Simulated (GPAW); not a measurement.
SnTe in GPAW: the effect of functional

Crystal: SnTe.

```
Te Sn
1.0
     0.00000    3.15085    3.15085
     3.15085    0.00000    3.15085
     3.15085    3.15085    0.00000
Te Sn
1 1
Direct
  0.50000 0.50000 0.50000
  0.00000 0.00000 0.00000
```

Alike in all runs:

| Item | Value |
| --- | --- |
| Program | GPAW 26.7.0 |
| Task | dielectric tensor |
| Cutoff | 400 eV |
| Basis | pw |
| k mesh | 6 × 6 × 6 |
| Occupations | fermi-dirac, width 0.001 eV |
| Spin | no spin polarisation |

```tsv
functional	potentials or basis	dielectric constant (mean)
LDA	the program's PAW data sets (release 1.2.1) made for this functional	74.77
AM05	PAW data sets generated in the run's folder for this functional	?
PBEsol	PAW data sets generated in the run's folder for this functional	68.21
RPBE	the program's PAW data sets (release 1.2.1) made for this functional	91.17
GLLB-SC	the program's PAW data sets (release 1.2.1) made for this functional	2904.62
```

Question: What does the run with functional AM05 give?

Answer: Dielectric constant 70.55 mean.

Caveats: the long-wavelength limit can be off by a per cent or two; a model potential gives levels but no total energy (some runs); response on these states lacks terms of the Hamiltonian (some runs).

Runs at the PBE level aren't shown here.
